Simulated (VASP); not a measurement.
## GW on BeS

Aim: the quasiparticle gap of BeS, and what it costs to get it. The cell is of the zinc-blende type, one of the forms listed for this formula. The start is a cell from a database of measured crystal structures.

Program: VASP 6.6.1. Level of theory: PBE; plane waves and PAW (S_GW, Be_GW), in the first sound run; inputs show where later runs differ. Results are calculated unless marked as measured.

The database entry behind the starting cell differs from later determinations by our own check (0.1 to 0.3 % short, probably kX units), so it need not match the best structure at ambient conditions.

### Step 1. The structure

The structure is cubic, space group F-43m (No. 216). Conventional cell: a = 4.850 Å, b = 4.850 Å, c = 4.850 Å, α = 90.00°, β = 90.00°, γ = 90.00°. S has 4 Be at 2.10 Å nearest. Nearest to Be lie 4 S at 2.10 Å. Farther neighbours and most contacts between anions are not listed.

### Step 2. Ground state

The orbitals come from a self-consistent PBE run with a tight EDIFF and a narrow smearing. KPOINTS_OPT adds the bands along a path, which shows whether the mesh holds the band edges.

INCAR

```
SYSTEM = BeS
PREC = Accurate
ENCUT = 300
EDIFF = 1E-08
NELM = 100
ISMEAR = 0
SIGMA = 0.01
LREAL = .FALSE.
ALGO = Normal
GGA = PE
NBANDS = 10
LORBIT = 11
LWAVE = .TRUE.
LCHARG = .FALSE.
KPAR = 8
```

POSCAR

```
BeS
1.0
    0.0000000000      2.4250000000      2.4250000000
    2.4250000000      0.0000000000      2.4250000000
    2.4250000000      2.4250000000      0.0000000000
S Be
1 1
Direct
    0.7500000000      0.7500000000      0.7500000000
    0.0000000000      0.0000000000      0.0000000000
```

KPOINTS

```
Automatic mesh
0
Gamma
4 4 4
0 0 0
```

KPOINTS_OPT

```
Line mode
12
Line-mode
Reciprocal
  0.00000000   0.00000000   0.00000000 GAMMA
  0.50000000   0.00000000   0.50000000 X

  0.50000000   0.00000000   0.50000000 X
  0.50000000   0.25000000   0.75000000 W

  0.50000000   0.25000000   0.75000000 W
  0.37500000   0.37500000   0.75000000 K

  0.37500000   0.37500000   0.75000000 K
  0.00000000   0.00000000   0.00000000 GAMMA

  0.00000000   0.00000000   0.00000000 GAMMA
  0.50000000   0.50000000   0.50000000 L

  0.50000000   0.50000000   0.50000000 L
  0.62500000   0.25000000   0.62500000 U

  0.62500000   0.25000000   0.62500000 U
  0.50000000   0.25000000   0.75000000 W

  0.50000000   0.25000000   0.75000000 W
  0.50000000   0.50000000   0.50000000 L

  0.50000000   0.50000000   0.50000000 L
  0.37500000   0.37500000   0.75000000 K

  0.62500000   0.25000000   0.62500000 U
  0.50000000   0.00000000   0.50000000 X
```

The projector-augmented-wave data sets are S_GW and Be_GW (PBE family, release 64).

Launch:

```
$ mpirun -np 8 vasp_std
```

What it wrote:

```text
[banner, memory and clock lines left out]
running    8 mpi-ranks, on    1 nodes
 distrk:  each k-point on    1 cores,    8 groups
 distr:  one band on    1 cores,    1 groups

 POSCAR found type information on POSCAR S Be
 POSCAR found :  2 types and       2 ions
|                                                                             |
|           W    W    AA    RRRRR   N    N  II  N    N   GGGG   !!!           |
|           W    W   A  A   R    R  NN   N  II  NN   N  G    G  !!!           |
|           W    W  A    A  R    R  N N  N  II  N N  N  G       !!!           |
|           W WW W  AAAAAA  RRRRR   N  N N  II  N  N N  G  GGG   !            |
|           WW  WW  A    A  R   R   N   NN  II  N   NN  G    G                |
|           W    W  A    A  R    R  N    N  II  N    N   GGGG   !!!           |
|                                                                             |
|     For optimal performance we recommend to set                             |
|       NCORE = 2 up to number-of-cores-per-socket                            |
|     NCORE specifies how many cores store one orbital (NPAR=cpu/NCORE).      |
|     This setting can greatly improve the performance of VASP for DFT.       |
|     The default, NCORE=1 might be grossly inefficient on modern             |
|     multi-core architectures or massively parallel machines. Do your        |
|     Unfortunately you need to use the default for GW and RPA                |
|     calculations (for HF NCORE is supported but not extensively tested      |
|     yet).                                                                   |
|                                                                             |

 LDA part: xc-table for (Slater+PW92), standard interpolation
 POSCAR, INCAR and KPOINTS ok, starting setup
 FFT: planning ... GRIDC
 FFT: planning ... GRID_SOFT
 FFT: planning ... GRID
 WAVECAR not read
 entering main loop
       N       E                     dE             d eps       ncg     rms          rms(c)
DAV:   1     0.101577839149E+02    0.10158E+02   -0.28371E+03   160   0.482E+02
DAV:   2    -0.954387323392E+01   -0.19702E+02   -0.19375E+02   238   0.101E+02
DAV:   3    -0.100619846038E+02   -0.51811E+00   -0.51773E+00   204   0.152E+01
DAV:   4    -0.100746743158E+02   -0.12690E-01   -0.12689E-01   222   0.226E+00
DAV:   5    -0.100747936971E+02   -0.11938E-03   -0.11938E-03   200   0.212E-01    0.267E+00
DAV:   6    -0.993295902829E+01    0.14183E+00   -0.12845E-01   186   0.186E+00    0.153E+00
DAV:   7    -0.988966913944E+01    0.43290E-01   -0.10831E-01   186   0.184E+00    0.282E-01
DAV:   8    -0.989125408352E+01   -0.15849E-02   -0.57707E-03   216   0.435E-01    0.858E-02
DAV:   9    -0.989167410161E+01   -0.42002E-03   -0.69406E-04   200   0.180E-01    0.142E-02
DAV:  10    -0.989167948704E+01   -0.53854E-05   -0.42328E-05   218   0.381E-02    0.604E-03
DAV:  11    -0.989168423908E+01   -0.47520E-05   -0.78555E-06   182   0.181E-02    0.973E-04
DAV:  12    -0.989168406749E+01    0.17159E-06   -0.18316E-07   208   0.259E-03    0.336E-04
DAV:  13    -0.989168403466E+01    0.32836E-07   -0.19920E-08   174   0.105E-03    0.409E-05
DAV:  14    -0.989168403196E+01    0.26974E-08   -0.52300E-10   122   0.153E-04
   1 F= -.98916840E+01 E0= -.98916840E+01  d E =-.267357E-18
 Start KPOINTS_OPT (optional k-point list driver)
k-point batch [1-8\120]
       N       E                     dE             ncg
DAV:   1     0.165813840729E+03   -0.24254E+03      160
DAV:   2    -0.177172470784E+02   -0.18353E+03      238
DAV:   3    -0.222068402862E+02   -0.44896E+01      192
DAV:   4    -0.222794140058E+02   -0.72574E-01      212
DAV:   5    -0.222816501218E+02   -0.22361E-02      198
DAV:   6    -0.222816905091E+02   -0.40387E-04      226
DAV:   7    -0.222816907254E+02   -0.21635E-06      192
DAV:   8    -0.222816907280E+02   -0.26168E-08      186
[...]
k-point batch [113-120\120]
       N       E                     dE             ncg
DAV:   1     0.314358220323E+02   -0.22294E+04      160
DAV:   2    -0.105624136009E+03   -0.13706E+03      258
DAV:   3    -0.108459869532E+03   -0.28357E+01      242
DAV:   4    -0.108479981829E+03   -0.20112E-01      238
DAV:   5    -0.108480145086E+03   -0.16326E-03      244
DAV:   6    -0.108480146125E+03   -0.10386E-05      222
DAV:   7    -0.108480146153E+03   -0.27728E-07      250
DAV:   8    -0.108480146153E+03   -0.99760E-11      236
 writing wavefunctions
```

It took 2.2 s on 8 MPI ranks of Intel Xeon 6975P-C (Granite Rapids), shared host; peak memory 0.89 GiB.

The logs omit lines about the potential files and the build; timing stands in the text.

OUTCAR, selected parts (step 2):

```text
ion  position               nearest neighbor table
   1  0.750  0.750  0.750-   2 2.10   2 2.10   2 2.10   2 2.10
   2  0.000  0.000  0.000-   1 2.10   1 2.10   1 2.10   1 2.10

  LATTYP: Found a face centered cubic cell.
 ALAT       =     4.8500000000

 Subroutine GETGRP returns: Found 24 space group operations
 (whereof 24 operations were pure point group operations)

The static configuration has the point symmetry T_d .

 Found      8 irreducible k-points:

   k-points           NKPTS =      8   k-points in BZ     NKDIM =      8   number of bands    NBANDS=     10

   dimension x,y,z NGX =    20 NGY =   20 NGZ =   20
   dimension x,y,z NGXF=    40 NGYF=   40 NGZF=   40

   ENCUT  =  300.0 eV  22.05 Ry    4.70 a.u.   4.84  4.84  4.84*2*pi/ulx,y,z

   NELECT =       8.0000    total number of electrons

 k-points in reciprocal lattice and weights: Automatic mesh
   0.00000000  0.00000000  0.00000000       0.016
   0.25000000  0.00000000  0.00000000       0.125
   0.50000000  0.00000000  0.00000000       0.062
   0.25000000  0.25000000  0.00000000       0.094
   0.50000000  0.25000000  0.00000000       0.375
  -0.25000000  0.25000000  0.00000000       0.188
   0.50000000  0.50000000  0.00000000       0.047
  -0.25000000  0.50000000  0.25000000       0.094

 average (electrostatic) potential at core
       1 -89.8341       2 -24.2896

 E-fermi :   3.8745

 k-point     1 :       0.0000    0.0000    0.0000
  band No.  band energies     occupation
      1      -9.8858      2.00000
      2       3.8158      2.00000
      3       3.8158      2.00000
      4       3.8158      2.00000
      5       9.4613      0.00000
      6       9.4613      0.00000
      7       9.4613      0.00000
      8       9.6935      0.00000
      9      16.5026      0.00000
    ...

 k-point     2 :       0.2500    0.0000    0.0000
  band No.  band energies     occupation
      1      -9.2185      2.00000
      2       0.5038      2.00000
      3       3.2172      2.00000
      4       3.2172      2.00000
      5       9.3553      0.00000
      6      10.3605      0.00000
      7      10.3605      0.00000
      8      13.0752      0.00000
      9      15.6212      0.00000
    ...

 k-point     3 :       0.5000    0.0000    0.0000
  band No.  band energies     occupation
      1      -8.2714      2.00000
      2      -1.9854      2.00000
      3       2.7785      2.00000
      4       2.7785      2.00000
      5       9.2747      0.00000
      6      10.3498      0.00000
      7      10.3498      0.00000
      8      15.0169      0.00000
      9      18.5892      0.00000
    ...

  Total        0.3620217      0.3620217      0.3620217      0.0000000      0.0000000      0.0000000
  in kB       20.3366746     20.3366746     20.3366746      0.0000000      0.0000000      0.0000000
  external PRESSURE =      20.3366746 kB  Pullay stress =       0.0000000 kB

  energy-cutoff  :      300.00
  volume of cell :       28.52
      direct lattice vectors                 reciprocal lattice vectors
     0.000000000  2.425000000  2.425000000    -0.206185567  0.206185567  0.206185567
     2.425000000  0.000000000  2.425000000     0.206185567 -0.206185567  0.206185567
     2.425000000  2.425000000  0.000000000     0.206185567  0.206185567 -0.206185567

 POSITION                                       TOTAL-FORCE (eV/Angst)
 -----------------------------------------------------------------------------------
      3.63750      3.63750      3.63750        -0.000000     -0.000000     -0.000000
      0.00000      0.00000      0.00000         0.000000      0.000000      0.000000
 -----------------------------------------------------------------------------------
    total drift:                               -0.000000     -0.000000     -0.000000

  FREE ENERGIE OF THE ION-ELECTRON SYSTEM (eV)
  ---------------------------------------------------
  free  energy   TOTEN  =        -9.8916840320 eV

  energy  without entropy=       -9.8916840320  energy(sigma->0) =       -9.89168403

 total charge
# of ion       s       p       d       tot
------------------------------------------
    1        1.288   2.505   0.033   3.826
    2        0.375   0.642   0.016   1.033
--------------------------------------------------
tot          1.663   3.147   0.049   4.859

[... 3 further parts left out ...]
```

This step gave:

- free energy (TOTEN): -9.892 eV
- Fermi energy: 3.874 eV
- pressure: 2.034 GPa
- least gap on mesh and path: 3.097 eV
- least direct gap on mesh and path: 5.624 eV

The highest empty bands on the path are converged less tightly, to about 0.1 eV. Electronic bands along the path, in eV, zero at the valence-band top; v1 is the highest filled band, c1 the lowest empty one:

```tsv
point	v3	v2	v1	c1	c2	c3	c4
Γ	0.00	0.00	0.00	5.65	5.65	5.65	5.88
0.45 of the way	-2.41	-1.44	-1.44	4.59	6.87	8.26	8.26
X	-5.03	-2.65	-2.65	3.10	4.90	12.73	12.73
0.45 of the way	-4.83	-3.06	-2.98	4.14	5.77	11.36	11.57
W	-4.26	-3.88	-3.35	6.46	8.08	8.42	8.82
0.45 of the way	-4.45	-3.98	-2.81	5.40	7.61	9.35	9.93
K	-4.57	-4.11	-2.20	4.35	7.49	10.52	11.33
0.55 of the way	-3.21	-1.88	-0.48	6.28	6.66	7.01	8.56
Γ	0.00	0.00	0.00	5.65	5.65	5.65	5.88
0.45 of the way	-2.93	-0.53	-0.53	5.55	6.47	6.47	8.89
L	-5.80	-1.04	-1.04	5.46	6.53	6.53	11.20
0.55 of the way	-5.32	-2.76	-1.60	5.27	7.96	8.18	10.23
U	-4.57	-4.11	-2.20	4.35	7.49	10.52	11.33
0.55 of the way	-4.45	-3.98	-2.81	5.40	7.61	9.35	9.93
W	-4.26	-3.88	-3.35	6.46	8.08	8.42	8.82
0.55 of the way	-5.36	-2.57	-1.71	6.08	6.47	8.72	10.61
L	-5.80	-1.04	-1.04	5.46	6.53	6.53	11.20
0.45 of the way	-5.47	-2.35	-1.46	5.48	7.41	7.72	10.64
K	-4.57	-4.11	-2.20	4.35	7.49	10.52	11.33
jump to U	-4.57	-4.11	-2.20	4.35	7.49	10.52	11.33
0.45 of the way	-4.89	-3.29	-2.51	3.69	5.65	11.87	12.19
X	-5.03	-2.65	-2.65	3.10	4.90	12.73	12.73
```

Of the projections kept (S, Be), the largest for each band there; the rest of the weight can lie on other orbitals:

```tsv
point	v3	v2	v1	c1	c2	c3	c4
Γ	S 0.89	S 0.89	S 0.89	Be 0.68	Be 0.68	Be 0.68	S 0.68
X	S 0.64	S 0.74	S 0.74	S 0.53	Be 0.57	Be 0.55	Be 0.54
W	S 0.60	S 0.77	S 0.69	S 0.89	Be 0.52	Be 0.63	S 0.58
K	S 0.63	S 0.71	S 0.75	S 0.52	S 0.60	S 0.50	S 0.54
Γ	S 0.89	S 0.89	S 0.89	Be 0.68	Be 0.68	Be 0.68	S 0.68
L	S 0.63	S 0.80	S 0.80	Be 0.51	Be 0.55	Be 0.55	S 0.66
```

The electronic bands as a text plot (rows in eV, shown from -5.8 to 5.9 only):

```
    5.6 |+    +    +   +   +   ++++++++++++++          ++++    +
    5.1 | ++   ++ + +     +                  +             +    +
    4.7 |   +    +      +                     + +           ++
    4.2 |    ++          +                     +              +
    3.7 |      +   +                                           +
    3.2 |       +++                                             +
    2.7 |
    2.2 |
    1.7 |
    1.3 |
    0.8 |
    0.3 |
   -0.2 |**                    *******
   -0.7 | **                 ****  *  **
   -1.2 |  **              **       *   ****           ****
   -1.7 |   **            *   **           ***       **    **
   -2.2 |     **        **           *      * **    * *   *  **
   -2.6 |       ***    *     *                  *    *     *   **
   -3.1 |    *     ****     * *              *   ****          *
   -3.6 |     *     **    ** *        *       *    *        * *
   -4.1 |      *     *****  *                  ****          *
   -4.6 |       *   *  *****           *      **** *         **
   -5.1 |        ***                         *      *       *  **
   -5.6 |                               *****        *******
         Γ       X    W  K        Γ      L     U  W     L   K|U X
```

The cell has a gap of 3.10 eV on mesh and path and a pressure of +2.0 GPa, which holds the misfit of the given cell and coordinates with this functional, and any error of cutoff, mesh and data sets.

### Step 3. Empty bands, functional PBE

ALGO = Exact makes the empty bands from the converged ground state in one step. LOPTICS writes the k-derivatives of the orbitals (WAVEDER), which give the long-wavelength limit of the screening.

INCAR

```
SYSTEM = BeS
PREC = Accurate
ENCUT = 300
ISMEAR = 0
SIGMA = 0.01
LREAL = .FALSE.
GGA = PE
NBANDS = 184
ALGO = Exact
NELM = 1
LWAVE = .TRUE.
LCHARG = .FALSE.
LOPTICS = .TRUE.
NEDOS = 1000
CSHIFT = 0.1
```

POSCAR is that of step 2.

KPOINTS is that of step 2.

Launch:

```
$ mpirun -np 8 vasp_std
```

What it wrote:

```text
[banner, memory and clock lines left out]
running    8 mpi-ranks, on    1 nodes
 distrk:  each k-point on    8 cores,    1 groups
 distr:  one band on    1 cores,    8 groups

 POSCAR found type information on POSCAR S Be
 POSCAR found :  2 types and       2 ions
 [... a notice as in an earlier step ...]

 LDA part: xc-table for (Slater+PW92), standard interpolation
 found WAVECAR, reading the header
  number of bands has changed, file:    10 present:   184
  trying to continue reading WAVECAR, but it might fail
 POSCAR, INCAR and KPOINTS ok, starting setup
 FFT: planning ... GRIDC
 FFT: planning ... GRID_SOFT
 FFT: planning ... GRID
 reading WAVECAR
 random initialization beyond band           10
 the WAVECAR file was read successfully
 initial charge from wavefunction
 entering main loop
       N       E                     dE             d eps       ncg     rms          rms(c)
DIA:   1    -0.989168403618E+01   -0.98917E+01    0.00000E+00     0   0.000E+00
   1 F= -.98916840E+01 E0= -.98916840E+01  d E =-.176541E-16
 writing wavefunctions
 optical routines
 imaginary and real dielectric function
 recalculating local potential from charge density
 direction            1
 direction            2
 direction            3
```

Elapsed: 1.4 s, on 8 MPI ranks; peak memory 0.83 GiB.

Parts of OUTCAR (step 3):

```text
The static configuration has the point symmetry T_d .

 Found      8 irreducible k-points:

   k-points           NKPTS =      8   k-points in BZ     NKDIM =      8   number of bands    NBANDS=    184

   NELECT =       8.0000    total number of electrons

 E-fermi :   3.8708

  Total        0.3620301      0.3620301      0.3620301     -0.0000000     -0.0000000     -0.0000000
  in kB       20.3371457     20.3371457     20.3371457     -0.0000000     -0.0000000     -0.0000000
  external PRESSURE =      20.3371457 kB  Pullay stress =       0.0000000 kB

 POSITION                                       TOTAL-FORCE (eV/Angst)
 -----------------------------------------------------------------------------------
      3.63750      3.63750      3.63750         0.000000      0.000000      0.000000
      0.00000      0.00000      0.00000        -0.000000     -0.000000     -0.000000
 -----------------------------------------------------------------------------------
    total drift:                               -0.000000     -0.000000     -0.000000

  FREE ENERGIE OF THE ION-ELECTRON SYSTEM (eV)
  ---------------------------------------------------
  free  energy   TOTEN  =        -9.8916840362 eV

  energy  without entropy=       -9.8916840362  energy(sigma->0) =       -9.89168404

 plasma frequency squared (from intraband transitions) (eV^2)
  --------------------------------------------------------------------------------------
       0.000      -0.000      -0.000
      -0.000       0.000       0.000
      -0.000       0.000       0.000

[... 14 parts as in an earlier step ...]
```

The gap is read on the k-mesh alone, so it is an upper bound where the band edges lie off the mesh.

A gap read on the k-mesh alone can miss the band edges.

Numbers from this step:

- gap on the k-mesh: 3.097 eV
- least direct gap on the k-mesh: 5.646 eV

WAVECAR now holds 184 bands for 8 electrons. Its independent-particle dielectric tensor has xx, yy, zz = 6.6, 6.6, 6.6 on this mesh, which isn't tested for convergence in mesh or bands and lacks local fields.

[end of part 1 of 5]

[Lines on the potential files, build, host, timing and source positions are cut from VASP's logs without a mark.]

[Logs are printed without paths, hosts, clocks, repeated set-up lines and the standing remarks that a program may print on its own settings, such as how far it seeks lower states.]

[Hosts, paths, dates, database ids (printed as entryN), source tags and the programs' standing remarks are cut or masked in the printed files.]

[Pressures printed for these runs are not shown converged in the cutoff: they can be off by several GPa and have the wrong sign.]
